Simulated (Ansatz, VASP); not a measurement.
## Two plane-wave programs on AlN

```
CELL_PARAMETERS angstrom
0.00000 -2.03532 -2.03532
0.00000 2.03532 -2.03532
4.07063 0.00000 0.00000
ATOMIC_POSITIONS crystal
Al 0.50088 0.49912 0.00000
Al 0.99912 0.00088 0.50000
N 0.50467 0.49533 0.50000
N 0.99533 0.00467 0.00000
```

Change from the starting cell: mode 10 frozen in at -0.019 Å and mode 12 at +0.000 Å (largest displacements).

Alike in both runs: task single point; functional PBE; k mesh 8 × 8 × 6; occupations gaussian, width 0.05 eV; no spin polarisation.

|  | VASP | Ansatz |
| --- | --- | --- |
| version | VASP 6.6.1 | Ansatz 0.2.0 |
| potentials or method | VASP PAW PBE potentials, release 64 (Al, N) | scalar-relativistic, plane waves, PAW |
| plane-wave cutoff (eV) | 520 | 520 |
| valence electrons in the cell | 16 | 16 |

```tsv
	VASP	Ansatz	Ansatz less VASP
gap on the k mesh at the Fermi level (eV)	4.40	4.43	+0.022
least direct gap on the mesh (eV)	4.41	4.44	+0.022
pressure (GPa)	-0.2	0.1	+0.31
largest component of the traceless stress (GPa)	0.18	0.18	0.000
rms of the force components (eV/Å)	0.128	0.128	-0.0001
```

Atom by atom the forces differ by 0.000 eV/Å (rms over components). The functional is the same, so the differences come from potentials, cutoffs and numerics.

A k mesh can miss the band edges.
